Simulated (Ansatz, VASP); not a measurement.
## CaO: VASP beside Ansatz

Contents of INCAR:

```
SYSTEM = CaO
PREC = Accurate ; ENCUT = 520
EDIFF = 1E-6 ; ISMEAR = 0
SIGMA = 0.05 ; LREAL = .False.
LASPH = .True. ; NELM = 60
ALGO = Normal ; ISIF = 2
LWAVE = .False. ; LCHARG = .False.
GGA = CA ; NBANDS = 15
```

Contents of KPOINTS:

```
regular mesh
0
Gamma
  8 8 8
  0 0 0
```

The input POSCAR:

```
CaO
1.0
    0.0000000000      2.4490000000      2.5224700000
    2.4490000000      0.0000000000      2.5224700000
    2.4490000000      2.4490000000      0.0000000000
Ca O
1 1
Direct
    0.0000000000      0.0000000000      0.0000000000
    0.5000000000      0.5000000000      0.5000000000
```

Input for Ansatz:

```yaml
crystal:
  lattice:
    - [0.0, 2.449, 2.52247]
    - [2.449, 0.0, 2.52247]
    - [2.449, 2.449, 0.0]
  atoms:
    - { symbol: Ca, position: [0.0, 0.0, 0.0] }
    - { symbol: O, position: [0.5, 0.5, 0.5] }
basis:
  ecutwfc: 420
kpoints:
  mp_grid: { grid: [8, 8, 8] }
hamiltonian:
  xc: lda
scf:
  occupations: { method: gaussian, width: 0.05 }
output:
  forces: true
  stress: true
  eigenvalues: true
```

Change from the starting cell: strain +0.000 along x and y, +0.030 along z, atoms carried along.

Alike in both runs: task single point; functional LDA; k mesh 8 × 8 × 8; occupations gaussian, width 0.05 eV; no spin polarisation.

```csv
,VASP,Ansatz
version,VASP 6.6.1,Ansatz 0.2.0
potentials or method,"VASP PAW LDA potentials, release 64 (Ca_sv, O)","scalar-relativistic, plane waves, PAW"
plane-wave cutoff (eV),520,420
valence electrons in the cell,16,16
```

|  | VASP | Ansatz | Ansatz less VASP |
| --- | --- | --- | --- |
| gap on the k mesh at the Fermi level (eV) | 3.44 | 3.47 | +0.023 |
| least direct gap on the mesh (eV) | 3.85 | 3.87 | +0.012 |
| pressure (GPa) | -13.1 | -13.6 | -0.53 |
| largest component of the traceless stress (GPa) | 1.42 | 1.32 | -0.107 |

A k mesh can miss the band edges.
